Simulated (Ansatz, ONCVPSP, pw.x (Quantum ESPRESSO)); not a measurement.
## What a changed setting does to a pw.x run (fcc Zr)

Potential: optimised norm-conserving Vanderbilt (ONCV), ONCVPSP 4.0.1.1 (patched build), PBE; core [Ar] 3d10, reference 4s2 4p6 4d2 5s2; waves: 4s+5s: rc 2.40 bohr, ncon 4, nbas 7, qcut 5.5 1/bohr, 2 projectors; 4p: rc 1.80 bohr, ncon 4, nbas 8, qcut 7.4 1/bohr, 3 projectors, debl 0.8 Ha; 4d: rc 2.95 bohr, ncon 4, nbas 9, qcut 5.5 1/bohr, 1 projector; local part: polynomial inside 1.50 bohr (lpopt 5, dvloc0 6 Ha); core correction: none. In the p channel the program set the typed energies aside and used -1.193, 0.250, 1.050 Ha.

The reference run (k-mesh 13³, cutoffs 50/200 Ry, Fermi–Dirac 0.01 Ry, mixing_beta 0.4, conv_thr 1e-9, no spin) gives 0.79 GPa at 23.229 Å³/atom, where all-electron LAPW gives 0.31 GPa. This run, with its own iteration cap, changes degauss to 0.02.

```
&control
  calculation='scf', prefix='x', pseudo_dir='./', outdir='./tmp', tstress=.true., disk_io='none'
/
&system
  ibrav=0, nat=1, ntyp=1, ecutwfc=50, ecutrho=200, nbnd=14,
  occupations='smearing', smearing='fd', degauss=0.02
/
&electrons
  conv_thr=1e-09, mixing_beta=0.4, electron_maxstep=60
/
ATOMIC_SPECIES
Zr 1.0 Zr.UPF
CELL_PARAMETERS angstrom
  0.00000000 2.26464521 2.26464521
  2.26464521 0.00000000 2.26464521
  2.26464521 2.26464521 0.00000000
ATOMIC_POSITIONS crystal
Zr 0.0000 0.0000 0.0000
K_POINTS automatic
13 13 13 0 0 0
```

```bash
pw.x < Zr.scf.in > Zr.scf.out
```

Task: How does the run end?

Result: It converges in 6 iterations; the free energy moves by -134.3 meV/atom and the pressure by +1.11 GPa. In a metal, with Fermi–Dirac smearing, F lies below its zero-width value by a term in the square of the width.

```
Message from routine setup:
     using ibrav=0 with symmetry is DISCOURAGED, use correct ibrav instead
     lattice parameter (alat)  =       6.0522  a.u.
     unit-cell volume          =     156.7571 (a.u.)^3
     number of electrons       =        12.00
     number of Kohn-Sham states=           14
     kinetic-energy cutoff     =      50.0000  Ry
     charge density cutoff     =     200.0000  Ry
     scf convergence threshold =      1.0E-09
     Exchange-correlation= PBE
     number of k points=    84  Fermi-Dirac smearing, width (Ry)=  0.0200
     iteration #  1     ecut=    50.00 Ry     beta= 0.40
     total energy              =     -94.83844546 Ry
     estimated scf accuracy    <       0.01281715 Ry
     iteration #  2     ecut=    50.00 Ry     beta= 0.40
     total energy              =     -94.83869050 Ry
     estimated scf accuracy    <       0.00199656 Ry
     iteration #  3     ecut=    50.00 Ry     beta= 0.40
     total energy              =     -94.83896087 Ry
     estimated scf accuracy    <       0.00012269 Ry
     iteration #  4     ecut=    50.00 Ry     beta= 0.40
     total energy              =     -94.83896482 Ry
     estimated scf accuracy    <       0.00000111 Ry
     iteration #  5     ecut=    50.00 Ry     beta= 0.40
     total energy              =     -94.83896505 Ry
     estimated scf accuracy    <       0.00000007 Ry
     iteration #  6     ecut=    50.00 Ry     beta= 0.40
     the Fermi energy is    13.9393 ev
!    total energy              =     -94.83896506 Ry
     estimated scf accuracy    <          7.9E-10 Ry
     smearing contrib. (-TS)   =      -0.02578422 Ry
     The total energy is F=E-TS. E is the sum of the following terms:
     one-electron contribution =     -20.10791295 Ry
     hartree contribution      =      14.21439214 Ry
     xc contribution           =     -11.78319505 Ry
     ewald contribution        =     -77.13646497 Ry
     convergence has been achieved in   6 iterations
          total   stress  (Ry/bohr**3)                   (kbar)     P=       19.04
     Message from routine punch:
     Nothing written, as per user request (disk_io='none')
```

The run took about 19 s on one core of a shared host (Neoverse-N1, 64 threads, 124 GiB, load 46).
